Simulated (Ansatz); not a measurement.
# Could SnO2 exist in this structure?

Plane-wave DFT in Ansatz with scalar-relativistic PAW potentials. The crystal relaxes under PBE to Pbcn with a = 4.789 Å, b = 5.824 Å, c = 5.306 Å, 12.33 Å³/atom. No spin polarisation. This form isn't the usual stable structure of the compound.

```yaml
crystal:
  lattice:
    - [4.78924, 0.00000, 0.00000]
    - [0.00000, 5.82418, 0.00000]
    - [0.00000, 0.00000, 5.30558]
  atoms:
    - { symbol: Sn, position: [0.50000, 0.66517, 0.75000] }
    - { symbol: Sn, position: [0.00000, 0.83483, 0.25000] }
    - { symbol: Sn, position: [0.50000, 0.33483, 0.25000] }
    - { symbol: Sn, position: [0.00000, 0.16517, 0.75000] }
    - { symbol: O, position: [0.73014, 0.60707, 0.07817] }
    - { symbol: O, position: [0.23014, 0.89293, 0.92183] }
    - { symbol: O, position: [0.76986, 0.89293, 0.57817] }
    - { symbol: O, position: [0.26986, 0.60707, 0.42183] }
    - { symbol: O, position: [0.73014, 0.39293, 0.57817] }
    - { symbol: O, position: [0.23014, 0.10707, 0.42183] }
    - { symbol: O, position: [0.76986, 0.10707, 0.07817] }
    - { symbol: O, position: [0.26986, 0.39293, 0.92183] }
```

Problem. Test it against the elements, against displacements at the zone centre and against strain.

Solution.
- Energy over the elements: -1.594 eV/atom (PBE, standard states in the same functional, gases uncorrected)
- Optical modes at Γ: all 33 real, 139 to 735 cm⁻¹ (LDA, without the LO-TO term)
- Least eigenvalue of the elastic tensor: 80 GPa (LDA)

It passes all three tests. So it is a local minimum against everything tried and bound against the elements. Modes at other wave vectors, other structures and decomposition into other compounds weren't tested here. The modes and the tensor belong to cells relaxed at their own level (11.62 Å³/atom for the tensor), not to the cell shown; modes and shear constants soften as a cell grows, so the larger cell shown may fail a test that the smaller one passes.